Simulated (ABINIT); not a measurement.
Ru:

```
Ru
1.0
     2.70580    0.00000    0.00000
    -1.35290    2.34329    0.00000
     0.00000    0.00000    4.28190
Ru
2
Direct
  0.66667 0.33333 0.75000
  0.33333 0.66667 0.25000
```

- Program: ABINIT 10.8.3 (patched build)
- Task: relaxation of cell and atoms
- Functional: PBEsol
- Potentials or basis: PseudoDojo NC SR PBEsol v0.4.1 standard
- Cutoff: 1143 eV
- k mesh: 8 × 8 × 4
- Occupations: fermi-dirac, width 0.05 eV
- Spin: no spin polarisation

At the start: pressure -5.8 GPa; volume 13.57 Å³/atom.

Q: Where does the relaxation end?

A: Over 5 steps the energy falls by 4.4 meV/atom and the volume is 13.34 Å³/atom (-1.7 %); space group P6_3/mmc (No. 194, to 0.05 Å).

Step by step:
```
step  energy change (eV)  largest force (eV/Å)  pressure (GPa)  volume (Å³)
   1              0.0000                0.0000           -5.85        27.15
   2             -0.0088                0.0000            0.19        26.67
   3             -0.0088                0.0000            0.00        26.68
   4             -0.0088                0.0000           -0.01        26.68
   5             -0.0088                0.0000            0.00        26.68
```

Final structure:
```
CELL_PARAMETERS angstrom
2.69157 0.00000 0.00000
-1.34578 2.33097 0.00000
0.00000 0.00000 4.25269
ATOMIC_POSITIONS crystal
Ru 0.66667 0.33333 0.75000
Ru 0.33333 0.66667 0.25000
```

Caveat: the k mesh is coarse (spacing up to 0.37 Å⁻¹), so the values aren't converged.
